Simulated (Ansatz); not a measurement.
Crystal: ZnS.

```
Zn S
1.0
     0.00000    2.70200    2.70200
     2.70200    0.00000    2.70200
     2.70200    2.70200    0.00000
Zn S
1 1
Direct
  0.75000 0.75000 0.75000
  0.00000 0.00000 0.00000
```

Base run:

- Program: Ansatz 0.2.0
- Functional: HSE06 form with a typed share of exact exchange
- Potentials or basis: Ansatz PAW
- Cutoff: 420 eV (not typed: the program's choice for these potentials)
- k mesh: 5 × 5 × 5
- Occupations: fermi-dirac, width 0.05 eV
- Spin: no spin polarisation

Its results: band gap on the k mesh 2.96 eV, direct; pressure 1.3 GPa.

After a change of settings the same cell gave: band gap on the k mesh 3.36 eV, direct; pressure 1.0 GPa. Which change was it?
A. screening (1/å) from 0.4 to 0.6
B. screening (1/å) from 0.4 to 0.2; share of exact exchange from 0.25 to 0.5
C. screening (1/å) from 0.4 to 0.2
D. screening (1/å) from 0.4 to 0.3

C.

Caveats: odd divisions of the mesh miss points on the zone boundary, where band edges often lie, so the gap on the mesh can be too wide; the PAW data sets come from PBE, with cores solved anew for the run's functional, which leaves a small shift of forces and pressure; the thresholds are loose for stress.
